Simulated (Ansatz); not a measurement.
AgCl in the CsCl-type structure, relaxed with r2SCAN in the PAW code Ansatz: space group Pm-3m (No. 221), cubic; a = 3.396 Å in the conventional setting, 19.58 Å³ an atom. Ag is surrounded by 8 Cl at 2.94 Å; Cl is surrounded by 8 Ag at 2.94 Å. The primitive cell holds 2 atoms in 39.15 Å³. Note: simulated data, non-magnetic, for a generated structure that need not be the stable one.

Computed values: PBE gives a gap of 0.58 eV and PBE0 (25 % exact exchange) 2.70 eV; one over PBE's mean ε∞ is 0.170. HSE06+SOC (4×4×4) gives a least gap of 1.93 eV and a least direct gap of 3.53 eV. r2SCAN's ε∞ is 5.07.

(1) What is the density?

(2) Taking the gap as linear in the share of unscreened exchange, estimate the gap of the hybrid whose share is 1/ε∞.

(3) At what wavelength does absorption set in by HSE06+SOC, excitons left aside?

(4) What refractive index and reflectivity at normal incidence follow, below the gap and above the phonons?

Results:

(1) The cell holds 1 Ag, 1 Cl: M = 1×107.868 + 1×35.450 = 143.32 u in V = 39.15 Å³. ρ = 1.66054 × M/V = 1.66054 × 143.32/39.15 = 6.079 g/cm³, for the static r2SCAN lattice.

(2) The slope is (2.70 − 0.58)/0.25 = 8.48 eV per unit share, so E_g ≈ 0.58 + 8.48 × 0.170 = 2.02 eV. The run with that share gives 2.00 eV (6×6×6 mesh), -0.02 eV from the straight line.

(3) λ = 1239.84 eV nm/E: 642 nm for the least gap, where it needs phonons and is weak, and 351 nm for direct transitions.

(4) n = √5.07 = 2.252; R = ((n − 1)/(n + 1))² = (1.252/3.252)² = 14.8 % a face.

Only the levels marked +SOC include spin-orbit coupling.

The meshes of the hybrids are coarse, so their gaps aren't converged to the digits shown.
